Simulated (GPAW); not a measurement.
# Sm (P6_3/mmc) in GPAW: notebook

Aim: see how the results for Sm move with the level of theory and the settings. Levels: PBE+D4, PBE. Tasks: relaxation of cell and atoms, single point.

Program: GPAW 26.7.0. These are calculated values, not measurements. Logs are shortened: lines on timing, memory, paths and dates and some standing lists are left out, and cuts for length are marked. The log counts tension as positive stress, the text compression.

**1. Starting point**

Symmetry: P6_3/mmc, No. 194, hexagonal system. The conventional cell has a = 3.644 Å, b = 3.644 Å, c = 5.876 Å, α = 90.00°, β = 90.00°, γ = 120.00°. Sm (site symmetry -6m2) has 12 Sm at 3.61 to 3.64 Å as nearest neighbours.

This isn't the form of Sm at room conditions, which is rhombohedral.

**2. Relaxation of cell and atoms, PBE+D4, collinear spin, ferromagnetic start**

File run.py:

```python
from ase.calculators.mixing import SumCalculator
from ase.filters import FrechetCellFilter
from ase.io import read, write
from ase.optimize import LBFGS
from dftd4.ase import DFTD4
from gpaw import GPAW, PW

atoms = read('Sm.cif')
atoms.set_initial_magnetic_moments([5.0, 5.0])

calc = GPAW(mode=PW(800),
            xc='PBE',
            kpts={'size': (5, 5, 3), 'gamma': True},
            occupations={'name': 'fermi-dirac', 'width': 0.05},
            nbands=34,
            convergence={'density': 1e-05, 'energy': 1e-05},
            maxiter=150,
            txt='gpaw.txt')
atoms.calc = SumCalculator([calc, DFTD4(method='pbe')])
opt = LBFGS(FrechetCellFilter(atoms), trajectory='relax.traj', logfile='-')
done = opt.run(fmax=0.02, steps=40)
calc.write('gs.gpw')
write('result.traj', atoms)
print('Converged:', done)
print('Cell:', atoms.cell.cellpar().round(4))
print('Volume:', round(atoms.get_volume(), 4))
print(atoms.get_scaled_positions().round(5))
```

File Sm.cif:

```cif
data_Sm
_cell_length_a 3.64400000
_cell_length_b 3.64400000
_cell_length_c 5.87600000
_cell_angle_alpha 90.00000000
_cell_angle_beta 90.00000000
_cell_angle_gamma 120.00000000
_space_group_name_H-M_alt 'P6_3/mmc'
_space_group_name_Hall '-P 6c 2c'
_space_group_IT_number 194
loop_
_space_group_symop_operation_xyz
'x,y,z'
'-x,-y,-z'
'x-y,x,z+1/2'
'-x+y,-x,-z+1/2'
'-y,x-y,z'
'y,-x+y,-z'
'-x,-y,z+1/2'
'x,y,-z+1/2'
'-x+y,-x,z'
'x-y,x,-z'
'y,-x+y,z+1/2'
'-y,x-y,-z+1/2'
'-y,-x,-z+1/2'
'y,x,z+1/2'
'-x,-x+y,-z'
'x,x-y,z'
'-x+y,y,-z+1/2'
'x-y,-y,z+1/2'
'y,x,-z'
'-y,-x,z'
'x,x-y,-z+1/2'
'-x,-x+y,z+1/2'
'x-y,-y,-z'
'-x+y,y,z'
loop_
_atom_site_label
_atom_site_type_symbol
_atom_site_symmetry_multiplicity
_atom_site_Wyckoff_symbol
_atom_site_fract_x
_atom_site_fract_y
_atom_site_fract_z
_atom_site_occupancy
Sm1 Sm 2 c 0.6666666667 0.3333333333 0.7500000000 1
```

Potentials or basis: GPAW PAW data sets (gpaw-data 1.2.1), pw.

Run with:

```bash
OMP_NUM_THREADS=1 python run.py
```

gpaw.txt:

```text
__  _  _
 | _ |_)|_||  |
 |__||  | ||/\| - 26.7.0

Input parameters:
  mode=PW(ecut=800.0),
  convergence={'density': 1e-05, 'energy': 1e-05},
  kpts=MonkhorstPack(size=(5, 5, 3), gamma=True),
  maxiter=150,
  nbands=34,
  occupations=Occupations(name='fermi-dirac', width=0.05),
  xc=XC(name='PBE')

Diagonalizing LCAO Hamiltonian
Converting LCAO to pw mode

           Sm

        Sm

Atoms  # Å, Bohr magnetons
|   | symbol |         x |        y |        z |    initial magnetic moments |
|---|--------|-----------|----------|----------|-----------------------------|
| 0 |     Sm |  1.822000 | 1.051932 | 4.407000 | ( 0.0000,  0.0000,  5.0000) |
| 1 |     Sm | -0.000000 | 2.103864 | 1.469000 | ( 0.0000,  0.0000,  5.0000) |

Unit cell  # Å
| periodic |         x |        y |        z |  lengths |     angles |
|----------|-----------|----------|----------|----------|------------|
|      yes |  3.644000 | 0.000000 | 0.000000 | 3.644000 |  90.000000 |
|      yes | -1.822000 | 3.155797 | 0.000000 | 3.644000 |  90.000000 |
|      yes |  0.000000 | 0.000000 | 5.876000 | 5.876000 | 120.000000 |

Number of symmetries: 12
Symmetry operations  # r_c * U_cc + t_c -> r_c
|    | kind |            matrix            |
|----|------|------------------------------|
|  0 |  σ   |  1, 1, 0,  0,-1, 0,  0, 0, 1 |
|  1 |  S6  |  1, 1, 0, -1, 0, 0,  0, 0,-1 |
|  2 |  E   |  1, 0, 0,  0, 1, 0,  0, 0, 1 |
|  3 |  C2  |  1, 0, 0, -1,-1, 0,  0, 0,-1 |
|  4 |  C2  |  0, 1, 0,  1, 0, 0,  0, 0,-1 |
|  5 |  C3  |  0, 1, 0, -1,-1, 0,  0, 0, 1 |
|  6 |  S6  |  0,-1, 0,  1, 1, 0,  0, 0,-1 |
|  7 |  σ   |  0,-1, 0, -1, 0, 0,  0, 0, 1 |
|  8 |  σ   | -1, 0, 0,  1, 1, 0,  0, 0, 1 |
|  9 |  i   | -1, 0, 0,  0,-1, 0,  0, 0,-1 |
| 10 |  C3  | -1,-1, 0,  1, 0, 0,  0, 0, 1 |
| 11 |  C2  | -1,-1, 0,  0, 1, 0,  0, 0,-1 |

BZ-sampling:
  Number of BZ points: 75
  Number of IBZ points: 12

  Monkhorst-Pack size: [5, 5, 3]
  Monkhorst-Pack shift: [0, 0, 0]

K-points  # in reciprocal-cell coordinates
|     |                                coordinates |     weight |
|-----|--------------------------------------------|------------|
|   0 | (  0.00000000,   0.00000000,   0.00000000) | 0.01333333 |
|   1 | (  0.00000000,   0.00000000,   0.33333333) | 0.02666667 |
|   2 | (  0.20000000,   0.00000000,  -0.33333333) | 0.08000000 |
|   3 | (  0.20000000,   0.00000000,   0.00000000) | 0.08000000 |
|   4 | (  0.20000000,   0.00000000,   0.33333333) | 0.08000000 |
|   5 | (  0.40000000,  -0.20000000,   0.00000000) | 0.08000000 |
|   6 | (  0.40000000,  -0.20000000,   0.33333333) | 0.16000000 |
|   7 | (  0.40000000,   0.00000000,  -0.33333333) | 0.08000000 |
|   8 | (  0.40000000,   0.00000000,   0.00000000) | 0.08000000 |
|   9 | (  0.40000000,   0.00000000,   0.33333333) | 0.08000000 |
| ... |                                            |            |
|  11 | (  0.40000000,   0.40000000,   0.33333333) | 0.16000000 |

Plane wave coefficients: 3525
Cutoff: 800.0 eV

Spin-components: 2 (collinear spins)
Bands:           34
Projectors:      16
Spin-degeneracy: 1
Datatype:        complex128

Parallelization:
  kpt:    1
  domain: 1
  band:   1

Density:
  Valence electrons: 32.0
  Components: 2
  Grid points: [24 24 40]
  Charge: 0.0  # |e|

Potential:
  Grid points: [24 24 40]

species:
  Sm:
    name:    Samarium
    Z:       62.0
    valence: 16
    core:    46
    charge:  0.0  # [|e|]
    compensation charges:
      type: gauss
      rc: 0.35  # [Å]
      lmax: 2
    cutoffs:
      filter: 1.17  # [Å]
      core: 1.94  # [Å]
    projectors
[... 85 lines left out ...]
dipole moment: (0.000000, 0.000001, 0.000001)  # |e|*Ang

Total magnetic moment: (0.000000, 0.000000, 12.806049)

Local magnetic moments
|        x |        y |        z |
|----------|----------|----------|
| 0.000000 | 0.000000 | 5.613760 |  # Sm   0
| 0.000000 | 0.000000 | 5.613760 |  # Sm   1

Fermi level: 8.775
Eigenvalues  # (at kpt = [0.000, 0.000, 0.000])
| band index |      eig [eV] | occ [0-1] |      eig [eV] | occ [0-1] |
|------------|---------------|-----------|---------------|-----------|
|          0 |       -31.161 |     1.000 |       -28.475 |     1.000 |
|        ... |               |           |               |           |
|          8 |         4.320 |     1.000 |         5.419 |     1.000 |
|          9 |         6.717 |     1.000 |         7.855 |     1.000 |
|         10 |         8.365 |     1.000 |        11.359 |     0.000 |
|         11 |         8.405 |     0.999 |        11.569 |     0.000 |
|         12 |         8.466 |     0.998 |        11.624 |     0.000 |
|         13 |         8.561 |     0.987 |        11.624 |     0.000 |
[... 8 lines left out ...]
|         22 |         8.820 |     0.291 |        12.407 |     0.000 |
|         23 |         8.829 |     0.253 |        12.837 |     0.000 |
|        ... |               |           |               |           |
|         33 |        14.361 |     0.000 |        15.693 |     0.000 |

No gap
No difference between direct/indirect transitions

Stress tensor  # eV/Ang^3
|         x |         y |         z |
|-----------|-----------|-----------|
| -0.017182 |  0.000000 |  0.000000 |
|  0.000000 | -0.017182 |  0.000000 |
|  0.000000 |  0.000000 | -0.018624 |

Forces  # eV/Ang
|       x |        y |        z |
|---------|----------|----------|
| 0.00000 |  0.00000 |  0.00055 |  # Sm   0
| 0.00000 | -0.00000 | -0.00055 |  # Sm   1

Interpolating wave functions to new cell

           Sm

        Sm

Atoms  # Å, Bohr magnetons
|   | symbol |         x |        y |        z |    initial magnetic moments |
|---|--------|-----------|----------|----------|-----------------------------|
| 0 |     Sm |  1.826371 | 1.054456 | 4.419126 | ( 0.0000,  0.0000,  5.6138) |
| 1 |     Sm | -0.000000 | 2.108911 | 1.473032 | ( 0.0000,  0.0000,  5.6138) |

Unit cell  # Å
| periodic |         x |         y |         z |  lengths |     angles |
|----------|-----------|-----------|-----------|----------|------------|
|      yes |  3.652741 | -0.000000 | -0.000000 | 3.652741 |  90.000000 |
|      yes | -1.826371 |  3.163367 | -0.000000 | 3.652741 |  90.000000 |
|      yes | -0.000000 | -0.000000 |  5.892158 | 5.892158 | 120.000000 |

Number of symmetries: 12
Symmetry operations  # r_c * U_cc + t_c -> r_c
|    | kind |            matrix            |
|----|------|------------------------------|
|  0 |  σ   |  1, 1, 0,  0,-1, 0,  0, 0, 1 |
|  1 |  S6  |  1, 1, 0, -1, 0, 0,  0, 0,-1 |
|  2 |  E   |  1, 0, 0,  0, 1, 0,  0, 0, 1 |
|  3 |  C2  |  1, 0, 0, -1,-1, 0,  0, 0,-1 |
|  4 |  C2  |  0, 1, 0,  1, 0, 0,  0, 0,-1 |
|  5 |  C3  |  0, 1, 0, -1,-1, 0,  0, 0, 1 |
|  6 |  S6  |  0,-1, 0,  1, 1, 0,  0, 0,-1 |
|  7 |  σ   |  0,-1, 0, -1, 0, 0,  0, 0, 1 |
|  8 |  σ   | -1, 0, 0,  1, 1, 0,  0, 0, 1 |
|  9 |  i   | -1, 0, 0,  0,-1, 0,  0, 0,-1 |
| 10 |  C3  | -1,-1, 0,  1, 0, 0,  0, 0, 1 |
| 11 |  C2  | -1,-1, 0,  0, 1, 0,  0, 0,-1 |

BZ-sampling:
  Number of BZ points: 75
  Number of IBZ points: 12

  Monkhorst-Pack size: [5, 5, 3]
  Monkhorst-Pack shift: [0, 0, 0]

K-points  # in reciprocal-cell coordinates
|     |                                coordinates |     weight |
|-----|--------------------------------------------|------------|
|   0 | (  0.00000000,   0.00000000,   0.00000000) | 0.01333333 |
|   1 | (  0.00000000,   0.00000000,   0.33333333) | 0.02666667 |
|   2 | (  0.20000000,   0.00000000,  -0.33333333) | 0.08000000 |
|   3 | (  0.20000000,   0.00000000,   0.00000000) | 0.08000000 |
|   4 | (  0.20000000,   0.00000000,   0.33333333) | 0.08000000 |
|   5 | (  0.40000000,  -0.20000000,   0.00000000) | 0.08000000 |
|   6 | (  0.40000000,  -0.20000000,   0.33333333) | 0.16000000 |
|   7 | (  0.40000000,   0.00000000,  -0.33333333) | 0.08000000 |
|   8 | (  0.40000000,   0.00000000,   0.00000000) | 0.08000000 |
|   9 | (  0.40000000,   0.00000000,   0.33333333) | 0.08000000 |
| ... |                                            |            |
|  11 | (  0.40000000,   0.40000000,   0.33333333) | 0.16000000 |

Plane wave coefficients: 3543
Cutoff: 800.0 eV

Spin-components: 2 (collinear spins)
Bands:           34
Projectors:      16
Spin-degeneracy: 1
Datatype:        complex128
[... 580 lines left out ...]
Local magnetic moments
|        x |        y |        z |
|----------|----------|----------|
| 0.000000 | 0.000000 | 5.647578 |  # Sm   0
| 0.000000 | 0.000000 | 5.647578 |  # Sm   1

Fermi level: 7.876
Eigenvalues  # (at kpt = [0.000, 0.000, 0.000])
| band index |      eig [eV] | occ [0-1] |      eig [eV] | occ [0-1] |
|------------|---------------|-----------|---------------|-----------|
|          0 |       -32.107 |     1.000 |       -29.395 |     1.000 |
|        ... |               |           |               |           |
|          8 |         3.441 |     1.000 |         4.567 |     1.000 |
|          9 |         5.910 |     1.000 |         7.032 |     1.000 |
|         10 |         7.514 |     0.999 |        10.122 |     0.000 |
|         11 |         7.550 |     0.999 |        10.647 |     0.000 |
|         12 |         7.594 |     0.996 |        10.695 |     0.000 |
|         13 |         7.675 |     0.982 |        10.695 |     0.000 |
[... 8 lines left out ...]
|         22 |         7.906 |     0.352 |        11.485 |     0.000 |
|         23 |         7.914 |     0.317 |        11.908 |     0.000 |
|        ... |               |           |               |           |
|         33 |        13.024 |     0.000 |        14.377 |     0.000 |

No gap
No difference between direct/indirect transitions

Stress tensor  # eV/Ang^3
|         x |         y |         z |
|-----------|-----------|-----------|
| -0.006154 | -0.000000 |  0.000000 |
| -0.000000 | -0.006154 | -0.000000 |
|  0.000000 | -0.000000 | -0.005701 |

Forces  # eV/Ang
|        x |        y |        z |
|----------|----------|----------|
| -0.00000 | -0.00000 | -0.00004 |  # Sm   0
|  0.00000 |  0.00000 |  0.00004 |  # Sm   1

# Writing to gs.gpw (mode='')
```

It took 5.8 min on 1 thread of Arm Neoverse V1, shared host; peak memory 0.37 GiB.

What came out:

```
Free energy                            : -16.4049 eV
Relaxed volume                         : 37.07 Å³/atom
Relaxed cell                           : a = 3.753 Å, b = 3.753 Å, c = 6.078 Å, α = 90.00°, β = 90.00°, γ = 120.00°
Space group after relaxing (to 0.05 Å) : P6_3/mmc (No. 194)
Energy gained by relaxing              : 14.4 meV/atom
Ionic steps                            : 4
Pressure after relaxing                : 0.0 GPa
Band gap on the k mesh                 : none (metal or under the smearing width)
Net moment                             : 13.04 μB per cell
Site moments                           : Sm +5.65 μB
Dispersion energy per atom             : -0.225 eV
```

The path:
```tsv
step	energy change (eV)	largest force (eV/Å)	pressure (GPa)	volume (Å³)
1	0.0000	0.0005	1.67	67.57
2	-0.0047	0.0001	1.51	68.08
3	-0.0287	0.0000	0.15	73.46
4	-0.0287	0.0000	0.00	74.14
```

Final structure:
```xyz
2
Lattice="3.7532 0.0000 0.0000 -1.8766 3.2504 0.0000 0.0000 0.0000 6.0776" Properties=species:S:1:pos:R:3 pbc="T T T"
Sm    1.8766    1.0835    4.5582
Sm    0.0000    2.1669    1.5194
```

Caveat: the k mesh is coarse (spacing up to 0.40 Å⁻¹), so the values aren't converged; one-centre terms of the f shell are cut off; the magnetic or orbital state may not be the lowest; each step starts from the last one's moments, so a moment once lost doesn't come back; later steps reuse the first step's grids; spin-orbit coupling is left out, which moves the levels of the heavy elements; pairwise dispersion overbinds metals, which lowers pressure and volume. The state reached can hang on the start; a lower one may exist.

[end of part 1 of 2]
